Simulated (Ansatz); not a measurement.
# ZnS (Wurtzite-2H) under changes of volume

One of the cells (19.603 Å³/atom); the others are scaled copies at fixed shape and fractional positions:

```xyz
4
Lattice="3.8110 0.0000 0.0000 -1.9055 3.3004 0.0000 0.0000 0.0000 6.2340" Properties=species:S:1:pos:R:3 pbc="T T T"
Zn    1.9055    1.1001    3.1170
Zn    0.0000    2.2003    0.0000
S     1.9055    1.1001    5.5171
S     0.0000    2.2003    2.4001
```

* Program: Ansatz 0.2.0
* Functional: LDA
* Potentials or basis: all-electron LAPW, scalar-relativistic
* Cutoff: 265 eV (chosen from the basis error)
* Basis error allowed: 0.002 eV/atom
* k mesh: 8 × 8 × 5
* Occupations: fermi-dirac, width 0.05 eV
* Spin: no spin polarisation

| volume (Å³/atom) | energy over the lowest point (meV/atom) | pressure (GPa) | gap on the mesh (eV) | largest force (eV/Å) |
| --- | --- | --- | --- | --- |
| 18.427 | ? | ? | ? | ? |
| 18.819 | 0.00 | -0.8 | 2.19 | 0.346 |
| 19.211 | 4.05 | -2.4 | 2.09 | 0.319 |
| 19.603 | 11.85 | -3.9 | 1.99 | 0.295 |
| 19.995 | 22.97 | -5.2 | 1.90 | 0.272 |
| 20.387 | 37.06 | -6.3 | 1.81 | 0.251 |
| 20.779 | 53.80 | -7.3 | 1.72 | 0.231 |

Q: What does the run at 18.427 Å³/atom give?

A: Energy over the lowest point 0.14 meV/atom; pressure 1.0 GPa; gap on the mesh 2.29 eV; largest force 0.374 eV/Å.

Worked out: A Birch-Murnaghan fit of order 3 (a polynomial in V^(-2/3)) to the other rows has its minimum at 18.63 Å³/atom, just outside them, with B0 = V·E''(V) = 86 GPa and B' = 4.5 at fixed shape and positions, which overstates the stiffness. It gives 0.14 meV/atom at 18.427 Å³/atom, against the run's 0.14, and -dE/dV = 1.0 GPa, against 1.0. A straight line through the other rows of the gap, of slope -4.73 eV per unit of ln V (its deformation potential), extrapolates to 2.29 eV, against the run's 2.29.

Energies are extrapolated to zero smearing.
